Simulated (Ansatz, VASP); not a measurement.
# TiC: VASP beside Ansatz

```
Ti C
1.0
     0.00000    2.16400    2.09908
     2.16400    0.00000    2.09908
     2.16400    2.16400    0.00000
Ti C
1 1
Direct
  0.00000 0.00000 0.00000
  0.50000 0.50000 0.50000
```

Change from the starting cell: z stretched by -3 %, ions relaxed.

Alike in both runs: functional PBE; k mesh 18 × 18 × 18; occupations fermi-dirac, width 0.05 eV; no spin polarisation.

Ansatz relaxed the structure, and its values are those at the end. VASP's run is a single point on that final structure, the one shown.

|  | VASP | Ansatz |
| --- | --- | --- |
| version | VASP 6.6.1 | Ansatz 0.2.0 |
| potentials or method | VASP PAW PBE potentials, release 64 (Ti_sv, C) | plane-wave PAW, scalar-relativistic |
| plane-wave cutoff (eV) | 520 | 420 |
| valence electrons in the cell | 16 | 16 |

Ansatz gave:

```
pressure (GPa) : 9.6
```

Task: What did VASP give for the same quantities?

Result: Pressure (GPa): 9.7.

Ansatz warned: «stress_scf_threshold_loose».
